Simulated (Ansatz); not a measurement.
Runs of Ansatz 0.2.0 on Rb. It takes space group I4/mmm (No. 139, tetragonal). Conventional cell: a = 5.909 Å, b = 5.909 Å, c = 5.462 Å, α = 90.00°, β = 90.00°, γ = 90.00°. This isn't the form of Rb at room conditions, which is bcc.

| task | level | potentials or basis | k mesh | cutoff (eV) | smearing | atoms under strain | mesh quality | gap on the mesh (eV) | pressure (GPa) |
| --- | --- | --- | --- | --- | --- | --- | --- | --- | --- |
| elastic constants | revPBE+D3(BJ) | SPMS NC | 5 × 5 × 5 | 245 | fermi-dirac 0.1 eV | relaxed | not flagged | none | -0.2 |
| ladder of functionals | LDA | Ansatz PAW earlier set | 7 × 7 × 7 | 420 | tetrahedron | - | not flagged | none | (a) |
| single point | r2SCAN0+D3(BJ) | Ansatz PAW | 5 × 5 × 5 | 500 | gaussian 0.15 eV | - | not flagged | none | -0.1 |
| projected density of states | HSE03 | Ansatz PAW | 4 × 4 × 4 | 420 | gaussian 0.05 eV | - | coarse | none | 0.0 |
| single point | r2SCAN+rVV10 | SPMS NC | 7 × 7 × 7 | 245 | fermi-dirac 0.01 eV | - | not flagged | none | - |
| single point | HSE03 | PseudoDojo standard (PBE files) | 5 × 5 × 5 | 630 | fermi-dirac 0.025 eV | - | not flagged | none | -0.1 |

Alike in all rows: no spin polarisation; cell as given.

Q: Estimate the missing entries.

A: (a) -0.5.

Caveats: some runs use coarse meshes; the potentials were made for another functional, which shifts forces and pressure (some runs); pairwise dispersion overbinds metals, which lowers pressure and volume (some runs); the PAW data sets come from PBE, with cores solved anew for the run's functional, which leaves a small shift of forces and pressure (some runs); the thresholds are loose for stress (some runs); with tetrahedron occupations forces and stress needn't match the slope of the energy (some runs); the dispersion damping was fitted for another functional or another form of the correction (some runs); the meta-GGA runs on potentials made for a GGA (some runs).

A k mesh can miss the band edges, and the runs leave out spin-orbit coupling on Rb.

A gap of «none» marks a metal or a gap under the smearing width.

Runs at the PBE level aren't shown here.
